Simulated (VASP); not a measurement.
Input:

```xyz
2
Lattice="0.0000 3.1021 3.1021 3.1021 0.0000 3.1021 3.1021 3.1021 0.0000" Properties=species:S:1:pos:R:3 pbc="T T T"
Zn     0.0000     0.0000     0.0000
Te     1.5511     1.5511     1.5511
```

Computed with RPBE GGA, VASP's PBE PAW potentials (set 64) (plane waves; VASP 6.6.1). Run with 520 eV cut-off, 7×7×7 Γ-centred mesh, Gaussian smearing of 0.050 eV, potentials Zn Te.

Q: Give the stress tensor in GPa (positive for a compressed cell).

A: 
```
1.25  0.00  0.00
0.00  1.25  0.00
0.00  0.00  1.25
```
The pressure is its mean diagonal, 1.25 GPa.

The compound is ZnTe in the zinc blende structure. This cell is one point of a volume scan, at 0.97 of the reference volume.
